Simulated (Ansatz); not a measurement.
AlP at 9 GPa: from Born charge to LO–TO splitting and polaron coupling

Level of theory: DFT PBEsol, scalar-relativistic, plane waves, PAW (Ansatz 0.2.0). Settings: 420 eV plane-wave cutoff, Γ-centred 10×10×10 mesh, fixed occupations. No spin polarisation. Phonons by linear response, acoustic sum rule imposed.

The cell, relaxed at 9 GPa:
```
Al P
1.0
     0.00000    2.65732    2.65732
     2.65732    0.00000    2.65732
     2.65732    2.65732    0.00000
Al P
1 1
Cartesian
  0.0000 0.0000 0.0000
  3.9860 3.9860 3.9860
```

Linear response gives ν_TO = 481.6 cm⁻¹, Born charges ±2.183 e (positive on Al) and ε∞ = 8.252. The primitive cell holds 37.529 Å³, and the masses are 26.982 and 30.974 amu.

Question: Find ν_LO and the static dielectric constant.

Answer: The long-wave field adds a restoring force: ω_LO² − ω_TO² = Z*²e²/(ε_vac ε∞ μV). In these units ν_LO² − ν_TO² = 4.92064×10⁷ Z*²/(μ V ε∞) cm⁻², with μ = m₁m₂/(m₁ + m₂) = 14.420 amu: 52489 cm⁻². So ν_LO = √(481.6² + 52489) = 533.3 cm⁻¹, and the run gives 533.3. Lyddane–Sachs–Teller then gives ε0 = ε∞ (ν_LO/ν_TO)² = 10.12, against 10.12 in the run (it forms both from the same three quantities, so the match checks the arithmetic only). Between ν_TO and ν_LO the dielectric function is negative and an undamped crystal reflects fully: a reststrahlen band from 18.8 to 20.8 μm.

Question: What do the Clausius–Mossotti polarisability and the Szigeti charge come to?

Answer: With the Lorentz local field, α = (3V/4π)(ε∞ − 1)/(ε∞ + 2) = 6.34 Å³ for the pair, and e_S = 3Z*/(ε∞ + 2) = 0.64 e. The Born charge includes the electrons' response to the dipole's own local field, and e_S takes that enhancement out. The Lorentz field assumes point-like polarisable ions, a poor picture once ε∞ is this large, since the electron clouds then overlap or are shared, so both numbers are formal here.

Question: How strongly does a slow electron couple to the LO mode?

Answer: For one isotropic parabolic band, Fröhlich's constant is α_F = (1/ε∞ − 1/ε0) √(m* Ry/ħω_LO), with Ry = 13.606 eV, ħω_LO = 66.1 meV and m* in free-electron masses: α_F = 0.0224 × 14.34 × √m* = 0.32 √m*. The band mass isn't part of this run; for m* = 0.1, 0.3 and 1 it gives 0.10, 0.18, 0.32. In weak coupling the polaron lies α_F ħω_LO below the band edge (12 meV at m* = 0.3) with a mass m*(1 + α_F/6); past α_F of about 5 or 6 that expansion fails. A semilocal functional's ε∞ tends to be too large, which taken alone lowers α_F.

Cost: 1 run of about 0.2 core-minutes, on AMD EPYC 9R45 (Zen 5) (shared hosts).

The ionic lattice adds only modestly to the screening, raising the dielectric constant from 8.252 to 10.12. This fits a polar but largely covalent sp³ network: stiff bonds limit the sublattice displacement in a static field, and the easily polarised valence electrons already do most of the screening. The atomic masses affect the phonon frequencies but cancel from this static contribution. The Born charge of 2.183 e measures how polarisation changes as the atoms move, including charge flow along the bonds, so it is neither a static ionic charge nor an oxidation state.

The small gap between the two dielectric constants, helped by the high LO energy, keeps the Fröhlich coupling weak for all three trial masses. Electrons in AlP normally occupy anisotropic valleys near X, so a single mass probably captures the scale of the polaron shift but not the direction dependence of the polaron mass. With one structure at one pressure, the results establish neither a pressure trend nor the stability of zinc blende against denser phases.
